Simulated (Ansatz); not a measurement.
Density of states of Mn

```cif
data_structure
_symmetry_space_group_name_H-M 'Fm-3m'
_symmetry_Int_Tables_number 225
_cell_length_a 3.5036
_cell_length_b 3.5036
_cell_length_c 3.5036
_cell_angle_alpha 90.000
_cell_angle_beta 90.000
_cell_angle_gamma 90.000
_cell_volume 43.01
loop_
_atom_site_label
_atom_site_type_symbol
_atom_site_symmetry_multiplicity
_atom_site_Wyckoff_symbol
_atom_site_fract_x
_atom_site_fract_y
_atom_site_fract_z
_atom_site_occupancy
Mn1 Mn 4 a 0.00000 0.00000 0.00000 1
```

The runs use the primitive cell with vectors (0.000, 1.752, 1.752), (1.752, 0.000, 1.752), (1.752, 1.752, 0.000) Å, to which the k mesh refers.

The structure is cubic, space group Fm-3m (No. 225). Conventional cell: a = 3.504 Å, b = 3.504 Å, c = 3.504 Å, α = 90.00°, β = 90.00°, γ = 90.00°. Mn (site symmetry m-3m) has 12 Mn at 2.48 Å as nearest neighbours.

The cell was built from the fcc type and relaxed in the same program, and has space group Fm-3m; it needn't be a known or the stable phase.

These are results of Ansatz 0.2.0, DFT, PBE, all-electron LAPW, scalar-relativistic, not measurements.

Numerical set-up: a Γ-centred 16×16×16 k mesh, Fermi–Dirac smearing of 0.08 eV, basis error target 1 meV/atom, spin-polarised from start moments Mn 4 μB (the moments died away, and the run ended non-magnetic).

(1) Which of the resolved shells contributes most within 0.3 eV of the Fermi level?

(2) Where is the centre of the filled Mn 3d states between -14 eV and the top of the filled states?

(3) Tabulate the density of states.

## Answers

(1) Mn 3d, with 95 % of all states there; Mn 4s follows with 2 %.

(2) -2.04 eV from the Fermi level.

(3) States per eV and cell, averaged over 0.6 eV, from -5.8 to 3.6 eV, with energies (bin centres) from the Fermi level; empty bins are left out. The partial columns, the largest 2 alone, are projections on Löwdin-orthogonalised atomic shells (those that the program's projection atoms carry: the occupied ones and, for some elements, an empty d or f shell; other empty shells have no column), summed over atoms of an element. Weights on diffuse s and p shells depend on that basis and aren't pure angular character.
```json
{"E (eV)": "-5.6", "total": "0.17", "Mn 3d": "0.02", "Mn 4s": "0.14"}
{"E (eV)": "-5.0", "total": "0.27", "Mn 3d": "0.08", "Mn 4s": "0.18"}
{"E (eV)": "-4.4", "total": "0.89", "Mn 3d": "0.61", "Mn 4s": "0.27"}
{"E (eV)": "-3.8", "total": "1.24", "Mn 3d": "1.03", "Mn 4s": "0.19"}
{"E (eV)": "-3.2", "total": "1.32", "Mn 3d": "1.22", "Mn 4s": "0.07"}
{"E (eV)": "-2.6", "total": "1.22", "Mn 3d": "1.15", "Mn 4s": "0.02"}
{"E (eV)": "-2.0", "total": "1.40", "Mn 3d": "1.29", "Mn 4s": "0.06"}
{"E (eV)": "-1.4", "total": "1.83", "Mn 3d": "1.67", "Mn 4s": "0.09"}
{"E (eV)": "-0.8", "total": "1.89", "Mn 3d": "1.76", "Mn 4s": "0.07"}
{"E (eV)": "-0.2", "total": "1.34", "Mn 3d": "1.26", "Mn 4s": "0.04"}
{"E (eV)": "0.4", "total": "1.69", "Mn 3d": "1.63", "Mn 4s": "0.03"}
{"E (eV)": "1.0", "total": "1.48", "Mn 3d": "1.44", "Mn 4s": "0.03"}
{"E (eV)": "1.6", "total": "2.26", "Mn 3d": "2.21", "Mn 4s": "0.04"}
{"E (eV)": "2.2", "total": "0.51", "Mn 3d": "0.42", "Mn 4s": "0.07"}
{"E (eV)": "2.8", "total": "0.31", "Mn 3d": "0.18", "Mn 4s": "0.09"}
{"E (eV)": "3.4", "total": "0.30", "Mn 3d": "0.14", "Mn 4s": "0.10"}
```
